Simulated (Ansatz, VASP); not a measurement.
# Two plane-wave programs on CuH5

```xyz
6
Lattice="0.0000 2.4325 2.4325 2.4325 0.0000 2.4325 2.4325 2.4325 0.0000" Properties=species:S:1:pos:R:3 pbc="T T T"
Cu    0.0000    0.0000    0.0000
H     3.6487    3.6487    3.6487
H     2.9196    2.9196    1.9454
H     2.9196    1.9454    2.9196
H     1.9454    2.9196    2.9196
H     1.9454    1.9454    1.9454
```

Change from the starting cell: species swapped into the ZrNi5 type (F-43m, No. 216).

Alike in both runs: task relaxation of cell and atoms; functional PBE; k mesh 14 × 14 × 14; occupations gaussian, width 0.1 eV; no spin polarisation.

|  | VASP | Ansatz |
| --- | --- | --- |
| version | VASP 6.6.1 | Ansatz 0.2.0 |
| potentials or method | VASP PAW PBE potentials, release 64 (Cu, H) | scalar-relativistic, plane waves, PAW |
| plane-wave cutoff (eV) | 600 | 420 |
| valence electrons in the cell | 16 | 24 |

|  | VASP | Ansatz | Ansatz less VASP |
| --- | --- | --- | --- |
| gap on the k mesh at the Fermi level, each at its own relaxed structure (eV) | none | none | - |
| relaxed volume (Å³/atom) | 4.80 | 4.79 | -0.011 |
| relaxed cell length with the largest relative difference (Å) | 3.440 | 3.437 | -0.0027 |

A gap of «none» marks a metal or a gap that the smearing closes. The two sets of potentials don't hold the same shells in valence.

Caveats: the relaxation stopped at its first step, so nothing moved.
